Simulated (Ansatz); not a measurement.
**CuO: pressure against volume**

CuO, Cccm, a = 4.164 Å, b = 4.176 Å, c = 5.151 Å. This isn't the usual stable structure of the compound. Ansatz: PBE, PAW, 420 eV, Γ-centred 14×14×8 mesh on 4 atoms, Gaussian smearing 0.10 eV; no spin polarisation. Shape and atoms are relaxed at each volume; pressure is positive in compression.

```tsv
V (Å³/atom)	P (GPa)
9.854	22.31
10.190	15.47
10.525	9.55
10.861	4.43
11.197	0.00
11.533	-3.80
11.869	-7.04
12.317	?
```

**Question.** Take V0 = 11.197 Å³/atom, fit the third-order Birch–Murnaghan form to the other rows, and predict the missing pressure.

**Answer.** With the Eulerian strain f = ½[(V0/V)^(2/3) − 1] and y = P/[3f(1 + 2f)^(5/2)], the form is the line y = B0 + 1.5 B0 (B0′ − 4) f. Rows (f, y): 0.04446, 135.2; 0.03242, 135.9; 0.02106, 136.3; 0.01026, 136.8; -0.00976, 136.3; -0.01906, 135.7. Means f = 0.01323, y = 136.03; Σ(Δf)² = 0.002985, ΣΔfΔy = -0.02414; the slope is their ratio. y = 136.1 − 8.087 f GPa, so B0 = 136.1 GPa and B0′ = 4 + 2 × (-8.087)/(3 × 136.1) = 3.96. At V = 12.317, f = -0.03079, y = 136.35 and P = -10.74 GPa. The run gave -10.64 GPa, so the fit is 0.10 GPa too low, a small miss on the scale of the series. The form still works here, 22 % of the fitted range beyond its end.

Spin polarisation was left out, and a magnetic state may lie lower.